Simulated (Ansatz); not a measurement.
Input and command of a plane-wave DFT calculation in Ansatz:

```yaml
crystal:
  lattice:
    - [0.0, 1.9610803102, 1.9610803102]
    - [1.9610803102, 0.0, 1.9610803102]
    - [1.9610803102, 1.9610803102, 0.0]
  atoms:
    - { symbol: Ru, position: [0.0, 0.0, 0.0] }
basis:
  ecutwfc: 420
kpoints:
  mp_grid: { grid: [8, 8, 8] }
hamiltonian:
  xc: pbesol
scf:
  occupations: { method: gaussian, width: 0.1 }
output:
  forces: true
  stress: true
  eigenvalues: true
```

```bash
ansatz run input.yaml --threads 1 --pin off --max-ram 2560MiB --backend cpu --events-out ev --progress --plain --runs-dir out
```

Processor: Arm Neoverse V2, 1 thread, on a host shared with other jobs.

Task: How long does it run, and how much memory does it take?

Result: About 0.49 s on 1 thread of Arm Neoverse V2, on a shared host, peak memory 0.24 GiB. It solves 12 bands at 29 k points (the mesh reduced by symmetry) with about 283 plane waves, in 6 SCF iterations.
